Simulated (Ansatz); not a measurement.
# C (R-3m) in Ansatz: projected density of states with BLYP

Aim: the projected density of states of C with BLYP.

Program: Ansatz 0.2.0. These are calculated values, not measurements. Logs are shortened: lines on timing, memory, paths and dates and some standing lists are left out, and cuts for length are marked.

## 1. The undisturbed crystal

The structure is trigonal, space group R-3m (No. 166). Conventional cell: a = 2.466 Å, b = 2.466 Å, c = 24.848 Å, α = 90.00°, β = 90.00°, γ = 120.00°. C (site symmetry 3m) is surrounded by 3 C at 1.42 Å. C (site symmetry 3m) has 3 C at 1.42 Å as nearest neighbours.

This isn't the form of C at room conditions, which is graphite.

## 2. Projected density of states, BLYP, collinear spin, ferrimagnetic start (atoms moved at random, drawn with an rms of 0.05 Å)

Input file run.py:

```python
import json

import ase.io
import numpy as np

import ansatz as az

atoms = ase.io.read("POSCAR", format="vasp")
atoms.set_initial_magnetic_moments([0.5, -0.25, 0.5, -0.25])

calculation = (
    az.Crystal.from_ase(atoms)
    .calculation()
    .kpoints(9, 9, 9)
    .functional("blyp")
    .pseudopotentials(kind="paw")
    .spin("collinear")
    .scf(extra_bands=10)
    .occupations(method="gaussian", width=0.05)
    .density_of_states(energy_step=0.05, projected=True, nscf_kmesh=(14, 14, 14))
    .forces()
    .stress()
    .band_table(publish=True)
)
outcome = calculation.run(threads=2, events_out="events.jsonl")

report = outcome.report
for line in open("events.jsonl"):
    event = json.loads(line)
    if event["event"] == "scf_iter":
        d = event["data"]
        print(f"SCF {d['iter']:3d}  HF = {d['harris_foulkes_ev']:.6f} eV  dr2 = {d['dr2_ev']:.2e} eV")
    elif event["event"] in ("relax_step", "md_step"):
        d = event["data"]
        print(f"{event['event']} {d['step']:3d}  E = {d['lagrangian_ev']:.6f} eV")
np.set_printoptions(precision=5, suppress=True, linewidth=110)
print("converged:", report["converged"], "after", report["n_iterations"], "iterations")
print(f"free energy {report['free_energy_ev']:.6f} eV, Fermi level {report['fermi_energy_ev']:.4f} eV")
for key in ("band_edges_ev", "magnetization_mub", "site_moments_mub", "site_moments_nc_mub", "forces_ev_ang",
                "stress_gpa"):
    if report.get(key) is not None:
        print(key, np.array(report[key]), sep="\n")
```

Input file POSCAR:

```
C
1.0
    1.2331880975      0.7119814801      8.2826151019
   -1.2331880975      0.7119814801      8.2826151019
    0.0000000000     -1.4239629601      8.2826151019
C
4
Direct
    0.0802930000      0.0883180000      0.0866260000
    0.7565490000      0.7486530000      0.7568470000
    0.2532150000      0.2346830000      0.2536100000
    0.9097240000      0.9182740000      0.9070150000
```

Potentials or basis: Ansatz PAW.

Run with:

```bash
python run.py
```

The log of the run:

```text
DeckWarning: basis.ecutwfc = 420 eV, auto-derived from the records' recommended cutoffs: set by C (normal level)
PlacementWarning: RAYON_NUM_THREADS=2 ignored (pool sized by the plan → 2); use plan(threads=…)
RunWarning: the starting moments were not kept: the SCF closed with an absolute magnetisation of 3.4e-6 μB, where they sum to 1.5 μB in size (4 sites). That is at most 0.1 of that sum. Measured as dr2_m measures the in/out step, that magnetisation stands 3.6e-12 eV from none, at or under the dr2_threshold of 1.0e-7 eV: it is no larger than a step whose dr2_m would equal this threshold. The system may hold no moment; this SCF sho [...]
SCF   1  HF = -1009.506373 eV  dr2 = 6.11e+00 eV
SCF   2  HF = -1007.742577 eV  dr2 = 1.96e+00 eV
SCF   3  HF = -1007.038142 eV  dr2 = 4.00e-02 eV
SCF   4  HF = -1007.051098 eV  dr2 = 5.44e-03 eV
SCF   5  HF = -1007.057969 eV  dr2 = 1.43e-05 eV
SCF   6  HF = -1007.061677 eV  dr2 = 5.36e-06 eV
SCF   7  HF = -1007.064172 eV  dr2 = 2.86e-07 eV
SCF   8  HF = -1007.065902 eV  dr2 = 2.69e-07 eV
SCF   9  HF = -1007.067137 eV  dr2 = 2.62e-07 eV
SCF  10  HF = -1007.069960 eV  dr2 = 1.55e-07 eV
SCF  11  HF = -1007.070938 eV  dr2 = 5.30e-06 eV
SCF  12  HF = -1007.070978 eV  dr2 = 3.06e-05 eV
SCF  13  HF = -1007.070973 eV  dr2 = 1.33e-06 eV
SCF  14  HF = -1007.070976 eV  dr2 = 1.65e-06 eV
SCF  15  HF = -1007.070976 eV  dr2 = 1.25e-07 eV
SCF  16  HF = -1007.070976 eV  dr2 = 2.05e-08 eV
SCF  17  HF = -1007.070976 eV  dr2 = 1.04e-09 eV
SCF  18  HF = -1007.070976 eV  dr2 = 1.33e-11 eV
converged: True after 18 iterations
free energy -1007.070976 eV, Fermi level 5.2097 eV
magnetization_mub
-1.7072476765633837e-10
site_moments_mub
[-0. -0. -0.  0.]
forces_ev_ang
[[ 0.80302 -0.10195  0.94223]
 [-0.80323  0.10213 -0.95892]
 [-1.50273  1.11108 -0.89442]
 [ 1.50294 -1.11126  0.91092]]
stress_gpa
[[ 2.87705  0.66254 -0.46653]
 [ 0.66254  3.99608  0.24414]
 [-0.46653  0.24414  0.29353]]
```

Wall time 2.6 min (2 threads of Arm Neoverse V1, shared host); peak memory 1.2 GiB.

Results:

- Free energy: -1007.0710 eV
- Pressure: 2.4 GPa
- Largest force: 2.079 eV/Å
- Band gap on the k mesh: 0.28 eV, indirect (least direct gap 0.30 eV)
- Net moment: 0.00 μB per cell
- Absolute moment: 0.00 μB per cell

Forces on the atoms (eV/Å):
```
C    0.803 -0.102  0.942
C   -0.803  0.102 -0.959
C   -1.503  1.111 -0.894
C    1.503 -1.111  0.911
```

Levels at points of the mesh, in eV from the valence-band top:
Spin up:
| k point | band 6 | band 7 | band 8 | band 9 | band 10 | band 11 |
| --- | --- | --- | --- | --- | --- | --- |
| (0.00, 0.00, 0.00) | -3.29 | -2.70 | -2.37 | 3.15 | 6.84 | 7.71 |
Spin down:
| k point | band 4 | band 5 | band 6 | band 7 | band 8 | band 9 | band 10 | band 11 | band 12 | band 13 |
| --- | --- | --- | --- | --- | --- | --- | --- | --- | --- | --- |
| (0.00, 0.00, 0.00) | -7.11 | -3.61 | -3.29 | -2.70 | -2.37 | 3.15 | 6.84 | 7.71 | 8.14 | 8.91 |

States per cell in windows of 1 eV (zero at the valence-band top; states under -8 eV left out):
```
from (eV)    up  down  C 2p up  C 2p down  C 2s up  C 2s down
     -8.0  0.60  0.60     0.54       0.54     0.05       0.05
     -7.0  0.91  0.91     0.87       0.87     0.03       0.03
     -6.0  0.72  0.72     0.69       0.69     0.02       0.02
     -5.0  0.67  0.67     0.65       0.65     0.01       0.01
     -4.0  0.52  0.52     0.51       0.51     0.00       0.00
     -3.0  0.49  0.49     0.48       0.48     0.00       0.00
     -2.0  0.24  0.24     0.24       0.24     0.00       0.00
     -1.0  0.07  0.07     0.07       0.07     0.00       0.00
      0.0  0.03  0.03     0.03       0.03     0.00       0.00
      1.0  0.29  0.29     0.28       0.28     0.00       0.00
      2.0  0.38  0.38     0.37       0.37     0.00       0.00
      3.0  0.30  0.30     0.25       0.25     0.00       0.00
      4.0  0.34  0.34     0.21       0.21     0.00       0.00
      5.0  0.37  0.37     0.20       0.20     0.00       0.00
      6.0  0.28  0.28     0.12       0.12     0.00       0.00
      7.0  0.59  0.59     0.20       0.20     0.11       0.11
```

Caveat: the potentials were made for another functional, which shifts forces and pressure; odd divisions of the mesh miss points on the zone boundary, where band edges often lie, so the gap on the mesh can be too wide; the pressure holds a Pulay correction of +0.5 GPa for the finite cutoff; the starting moments weren't kept. A k mesh can miss the band edges.
